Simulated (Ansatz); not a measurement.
TiB2, DFT, PBEsol, PAW with Ansatz's default frozen-core files, scalar-relativistic (Ansatz 0.2.0), run on 1 thread of Arm Neoverse V1 on a shared host.

The cell comes from COD entry 2002799, which wasn't checked; take it as a given geometry. The listed cell was then made from it by scaling, straining or moving an atom.

Command: `ansatz run input.yaml --threads 1 --pin off --max-ram 4096MiB --backend cpu --events-out ev --progress --plain --runs-dir out`

```yaml
crystal:
  lattice:
    - [3.0291982016, -0.015145991, -0.015145991]
    - [-1.5277159138, 2.6309355912, -0.0055438175]
    - [-0.016142, -0.016142, 3.2284]
  atoms:
    - { symbol: Ti, position: [0.0, 0.0, 0.0] }
    - { symbol: B, position: [0.3333333333, 0.6666666667, 0.5] }
    - { symbol: B, position: [0.6666666667, 0.3333333333, 0.5] }
kpoints:
  mp_grid: { grid: [14, 14, 11] }
scf:
  occupations: { method: fermi_dirac, width: 0.03 }
hamiltonian:
  xc: pbesol
  pseudopotentials: { kind: paw }
output:
  forces: true
  stress: true
  eigenvalues: true
  efg: { contact_densities: true }
```

(1) How large is the problem that the program sets up?

(2) About how long does it take, and how much memory does it use?

(3) And the same cell and mesh by all-electron PAW (datasets made for this crystal), asked for forces, stress, eigenvalues, efg, on the same hardware?

## Answers

(1) 1080 irreducible k-points, 497 plane waves at Γ, 13 bands.

(2) 24 s of wall time for 6 SCF iterations, with a peak of 0.63 GiB. Times on shared machines scatter by tens of per cent.

(3) 94 s, peak memory 1.5 GiB.
